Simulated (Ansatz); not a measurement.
Pyridine, C5H5N: measurement beside calculation (Ansatz, PBE0-D4/def2-TZVP geometry).

```xyz
11

C     0.192   -0.880    0.774
C    -0.505    0.256    1.152
C    -0.701    1.255    0.209
N    -0.258    1.184   -1.041
C     0.408    0.089   -1.391
C     0.659   -0.967   -0.527
H     0.367   -1.683    1.480
H    -0.890    0.371    2.158
H    -1.243    2.158    0.474
H     0.762    0.052   -2.418
H     1.209   -1.835   -0.871
```

Enthalpy of formation at 298 K: 33.6 kcal/mol (zero for an element's reference state; older measured values of the G2 set, as listed by Staroverov and co-workers, J. Chem. Phys. 119, 12129, 2003). With their computed zero-point and thermal terms and the atoms' enthalpies of Curtiss and co-workers (1997) it gives an electronic atomization energy of 1237.8 kcal/mol.

```
             level  atomization (kcal/mol)   error  error per bond
       LDA (SPW92)                  1441.2   203.4            18.5
            PBE-D4                  1291.7    54.0             4.9
         revPBE-D4                  1257.9    20.2             1.8
           BLYP-D4                  1250.4    12.6             1.1
         r2SCAN-D4                  1247.1     9.3             0.8
            B97M-V                  1245.1     7.3             0.7
           PBE0-D4                  1261.2    23.5             2.1
          B3LYP-D4                  1245.4     7.7             0.7
        r2SCANh-D4                  1237.9     0.1             0.0
        r2SCAN0-D4                  1224.5   -13.3            -1.2
          HSE06-D4                  1262.4    24.7             2.2
          BHLYP-D4                  1199.9   -37.9            -3.4
      CAM-B3LYP-D4                  1246.7     9.0             0.8
           ωB97X-V                  1240.7     3.0             0.3
           ωB97M-V                  1243.8     6.0             0.5
            B2PLYP                  1232.9    -4.9            -0.4
          PBE-QIDH                  1243.3     5.5             0.5
               PBE                  1285.5    47.8             4.3
            revPBE                  1236.4    -1.4            -0.1
              BLYP                  1236.3    -1.4            -0.1
            r2SCAN                  1245.6     7.8             0.7
              PBE0                  1256.1    18.3             1.7
             B3LYP                  1235.5    -2.3            -0.2
           r2SCANh                  1236.3    -1.5            -0.1
           r2SCAN0                  1222.8   -15.0            -1.4
             HSE06                  1257.7    19.9             1.8
             BHLYP                  1192.9   -44.8            -4.1
         CAM-B3LYP                  1241.6     3.9             0.4
           LC-ωPBE                  1242.7     4.9             0.4
     HF/def2-TZVPP                   891.8  -346.0           -31.5
    MP2/def2-TZVPP                  1239.4     1.7             0.2
SCS-MP2/def2-TZVPP                  1222.8   -15.0            -1.4
   CCSD/def2-TZVPP                  1177.0   -60.7            -5.5
CCSD(T)/def2-TZVPP                  1202.7   -35.1            -3.2
     HF/def2-QZVPP                   893.1  -344.6           -31.3
    MP2/def2-QZVPP                  1258.0    20.3             1.8
SCS-MP2/def2-QZVPP                  1243.9     6.1             0.6
      HF/CBS(def2)                   893.4  -344.4           -31.3
     MP2/CBS(def2)                  1271.0    33.2             3.0
    CCSD/CBS(def2)                  1208.6   -29.2            -2.7
 CCSD(T)/CBS(def2)                  1234.3    -3.5            -0.3
```

Functionals use def2-TZVPP; B3LYP here is the variant with VWN-RPA as its local correlation; programs differ in this. The calculations leave out spin–orbit coupling, scalar relativity and, for the correlated methods, core correlation; together these are worth up to about 1 kcal/mol a heavy atom. HSE06 is defined as in plane-wave codes. CBS adds triple-zeta CCSD(T) − MP2 to the MP2 limit. T1 = 0.012.
